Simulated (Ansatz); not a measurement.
AlNi:

```xyz
2
Lattice="2.8810 0.0000 0.0000 0.0000 2.8810 0.0000 0.0000 0.0000 2.8810" Properties=species:S:1:pos:R:3 pbc="T T T"
Ni    1.4405    1.4405    1.4405
Al    0.0000    0.0000    0.0000
```

Base run:

- Program: Ansatz 0.2.0
- Functional: PBEsol
- Potentials or basis: all-electron LAPW, scalar-relativistic
- Cutoff: 255 eV
- Density cutoff: 1022 eV
- Basis error allowed: 0.001 eV/atom
- k mesh: 9 × 9 × 9
- Occupations: fermi-dirac, width 0.05 eV
- Spin: collinear spin, ferromagnetic start
- Starting moments: [1.0, 0.0] μB

Its results: pressure -3.4 GPa; net moment 0.00 μB per cell.

**Question.** The run is repeated on the same cell with these changes: potentials or basis from all-electron LAPW, scalar-relativistic to all-electron LAPW, non-relativistic. What comes out?

**Answer.** Pressure -1.4 GPa; net moment 0.00 μB per cell.

Not every run made on this cell is shown here.
